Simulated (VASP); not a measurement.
An input for Ansatz (written as the equivalent of a VASP run, and not itself run):

Ansatz 0.2 input:
```yaml
crystal:
  lattice:
    - [2.7209530, 0.0000000, 0.0000000]
    - [-1.3604770, 2.3564150, 0.0000000]
    - [0.0000000, 0.0000000, 4.4193430]
  atoms:
    - { symbol: Be, position: [0.3333330, 0.6666670, 0.0001600] }
    - { symbol: Be, position: [0.6666670, 0.3333330, 0.5001600] }
    - { symbol: O, position: [0.3333330, 0.6666670, 0.3773400] }
    - { symbol: O, position: [0.6666670, 0.3333330, 0.8773400] }
kpoints:
  mp_grid: { grid: [7, 7, 4] }
hamiltonian:
  xc: pbe
  pseudopotentials: { kind: paw }
scf:
  occupations: { method: gaussian, width: 0.01 }
  max_iter: 100
output: { forces: true, stress: true, eigenvalues: true }
```

Task: Translate this input to VASP (INCAR, KPOINTS, POSCAR, choice of POTCAR).

Result: Several could match; the one computed here: 
### INCAR
```
SYSTEM  =  BeO
PREC  =  Accurate; ENCUT  =  240; LREAL  =  F
LASPH  =  T
EDIFF  =  1E-6; NELM  =  100; ALGO  =  Normal
ISMEAR  =  0; SIGMA  =  0.01
GGA  =  PE
ISIF  =  2
LWAVE  =  F; LCHARG  =  F
```

File POSCAR:
```
BeO
1.0
  2.7209530000   0.0000000000   0.0000000000
 -1.3604770000   2.3564150000   0.0000000000
  0.0000000000   0.0000000000   4.4193430000
Be O
2 2
Direct
  0.3333330000   0.6666670000   0.0001600000
  0.6666670000   0.3333330000   0.5001600000
  0.3333330000   0.6666670000   0.3773400000
  0.6666670000   0.3333330000   0.8773400000
```

**KPOINTS**
```
Automatic mesh
0
Gamma
7 7 4
0 0 0
```

POTCAR, in this order: Be O (PBE.64 set). Program: vasp_std.

Limits of the translation: each code has its own PAW files, so the cut-off isn't converted (ENCUT is set for VASP's; basis.ecutwfc is left out, and Ansatz then takes the one that its files recommend); Ansatz stops its SCF on the density residual and VASP on the energy change (EDIFF).

The structure comes from a computed database's BeO entry; how it stands against other phases isn't given here. The cell was not relaxed at this level. The run is one of a series of settings (ENCUT = 240 against the base run), some of them coarse on purpose.
